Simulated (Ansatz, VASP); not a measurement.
# One calculation of InP, two programs

INCAR

```
SYSTEM = InP
  ALGO = Normal
  EDIFF = 1E-7
  ENCUT = 520
  GGA = PS
  ISIF = 2
  ISMEAR = 0
  LASPH = .True.
  LCHARG = .False.
  LREAL = .False.
  LWAVE = .False.
  NBANDS = 16
  NELM = 100
  PREC = Accurate
  SIGMA = 0.02
```

KPOINTS

```
k-points
0
Gamma
  10 10 10
  0 0 0
```

File POSCAR:

```
InP
1.0
    0.0000000000      2.9390910317      2.9390910317
    2.9390910317      0.0000000000      2.9390910317
    2.9390910317      2.9390910317      0.0000000000
In P
1 1
Direct
    0.0000000000      0.0000000000      0.0000000000
    0.2500000000      0.2500000000      0.2500000000
```

Input for Ansatz:

```yaml
crystal:
  lattice:
    - [0.0, 2.9390910341, 2.9390910341]
    - [2.9390910341, 0.0, 2.9390910341]
    - [2.9390910341, 2.9390910341, 0.0]
  atoms:
    - { symbol: In, position: [0.0, 0.0, 0.0] }
    - { symbol: P, position: [0.25, 0.25, 0.25] }
basis:
  ecutwfc: 420
kpoints:
  mp_grid: { grid: [10, 10, 10] }
  band_path: { path: [VBM, CBM], npoints: 2 }
hamiltonian:
  xc: pbesol
scf:
  occupations: { method: gaussian, width: 0.02 }
output:
  forces: true
  stress: true
  eigenvalues: true
```

Alike in both runs: task single point; functional PBEsol; k mesh 10 × 10 × 10; occupations gaussian, width 0.02 eV; no spin polarisation.

|  | VASP | Ansatz |
| --- | --- | --- |
| version | VASP 6.6.1 | Ansatz 0.2.0 |
| potentials or method | VASP PAW PBE potentials, release 64 (In_d, P) | scalar-relativistic, plane waves, PAW |
| plane-wave cutoff (eV) | 520 | 420 |
| valence electrons in the cell | 18 | 18 |

|  | VASP | Ansatz | Ansatz less VASP |
| --- | --- | --- | --- |
| gap on the k mesh at the Fermi level (eV) | 0.57 | 0.57 | +0.002 |
| least direct gap on the mesh (eV) | 0.57 | 0.57 | +0.002 |
| pressure (GPa) | 0.0 | 0.0 | +0.02 |

With one functional, cell and mesh, what is left measures potentials, basis and numerics.

Caveats: the PAW data sets were made with another functional, which shifts forces and pressure a little (VASP); spin-orbit coupling is left out, which moves the levels of the heavy elements. PBEsol gaps usually lie below the measured ones, often by a third to a half.
